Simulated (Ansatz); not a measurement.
Relaxed bulk CuO:

Space group Cccm (No. 66). a = 4.161 Å, b = 4.179 Å, c = 5.151 Å, α = 90.00°, β = 90.00°, γ = 90.00°
```json
{"atom": "Cu", "site": "4f", "symmetry": "..2/m", "x": "0.7500", "y": "0.2500", "z": "0.0000"}
{"atom": "O", "site": "4b", "symmetry": "222", "x": "0.5000", "y": "0.0000", "z": "0.2500"}
```

Miller indices refer to the conventional cell of Cccm (No. 66), a = 4.161 Å, b = 4.179 Å, c = 5.151 Å, α = 90.00°, β = 90.00°, γ = 90.00°.

The (001) slab of 12 planes, 14.2 Å thick with 15 Å of vacuum as cut; outer planes Cu (top) and O (bottom).

These are results of DFT PBE, scalar-relativistic, plane waves, PAW in Ansatz, not measurements. Settings: cutoff 420 eV, Γ-centred mesh 12×12×1 on the computed 12-atom cell, Gaussian smearing of 0.10 eV; no spin polarisation. A dipole correction removes the field between periodic images along c.

Results for the relaxed slab:

```json
{
  "Surface energy (mean of both faces)": "2.28 J/m²",
  "Work function": "4.51 eV (top), 8.24 eV (bottom)",
  "Dipole of the slab along +c, per cell": "0.18 e·Å"
}
```

Relaxation lowers the energy by 0.235 J/m² a face; the largest move is 0.178 Å.

```tsv
plane (bottom to top)	atoms	spacing to next, bulk (Å)	relaxed (Å)	change (%)
1	O	1.288	1.108	-13.9
2	Cu	1.288	1.287	0.0
3	O	1.288	1.285	-0.2
4	Cu	1.288	1.284	-0.3
5	O	1.288	1.284	-0.3
6	Cu	1.288	1.295	+0.5
7	O	1.288	1.286	-0.2
8	Cu	1.288	1.282	-0.4
9	O	1.288	1.294	+0.5
10	Cu	1.288	1.289	+0.1
11	O	1.288	1.180	-8.4
12	Cu
```

Spin polarisation was left out, and a magnetic state may lie lower.

The reference crystal is a form of CuO, which isn't its usual structure.